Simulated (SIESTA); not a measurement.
Al:

```xyz
1
Lattice="-1.5912 1.5912 1.5912 1.5912 -1.5912 1.5912 1.5912 1.5912 -1.5912" Properties=species:S:1:pos:R:3 pbc="T T T"
Al    0.0000    0.0000    0.0000
```

This isn't the form of Al at room conditions, which is fcc.

```yaml
Program: SIESTA 5.4.2
Task: single point
Functional: PBEsol
Potentials_or_basis: PseudoDojo 0.4 standard (PBEsol files)
Basis: DZP (energy shift 0.003 Ry)
Grid_cutoff: 500 Ry
Energy_shift: 0.003 Ry
k_mesh: 12 × 12 × 12
Occupations: fermi-dirac, width 0.05 eV
Spin: no spin polarisation
```

On this cell: pressure 2.6 GPa; band gap on the k mesh none (metal or under the smearing width).

The same run follows on a disturbed copy (cell strained at random at fixed volume):

```
Al
1.0
    -1.69895    1.56431    1.60080
     1.63095   -1.58291    1.55140
     1.66037    1.54432   -1.61940
Al
1
Direct
  0.99931 0.01239 0.00585
```

What does the disturbed cell give?

The energy (extrapolated to zero smearing) moves by +2.1 meV/atom; pressure 2.7 GPa; band gap on the k mesh none (metal or under the smearing width).

Stress tensor (GPa, compression positive):
```
3.97 0.66 1.66
0.66 2.07 0.64
1.66 0.64 2.09
```

Caveats: the basis of atomic orbitals isn't converged, which shifts pressures, moduli and gaps.
